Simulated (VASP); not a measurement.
Input of a VASP 6.6.1 run:

Contents of INCAR:

```
ALGO = Normal
BPARAM = 11.95
CPARAM = 0.0093
EDIFF = 1E-6
ENCUT = 520
ISIF = 2
ISMEAR = -1
IVDW_NL = 2
LASPH = True
LCHARG = True
LELF = True
LMIXTAU = True
LREAL = False
LUSE_VDW = True
LVHAR = True
LWAVE = False
METAGGA = R2SCAN
NBANDS = 16
NELM = 80
PREC = Accurate
SIGMA = 0.05
```

File KPOINTS:

```
k-points
0
Gamma
  16 16 4
```

POSCAR

```
C
1.0
    2.4610000000      0.0000000000      0.0000000000
   -1.2305000000      2.1312885187      0.0000000000
    0.0000000000      0.0000000000      6.7080000000
C
4
Direct
    0.0000000000      0.0000000000      0.2500000000
    0.3333333333      0.6666666667      0.2500000000
    0.5000000000      0.0000000000      0.7500000000
    0.8333333333      0.6666666667      0.7500000000
```

Potentials or basis: VASP PAW PBE potentials, release 64 (C).

Run with:

```sh
$ cat potpaw_PBE.64/C/POTCAR > POTCAR
$ mpirun -np 1 vasp_std > vasp.out
```

Q: Predict the largest force.

A: 0.018 eV/Å.

Q: What does it give for the band gap on the k mesh?

A: 0.22 eV.

Forces in eV/Å, atoms in the order of the input:
```
C    0.000  0.018  0.000
C    0.000 -0.018  0.000
C    0.000  0.018  0.000
C    0.000 -0.018  0.000
```

Caveat: the PAW data sets were made with another functional, which shifts forces and pressure a little. A k mesh can miss the band edges.
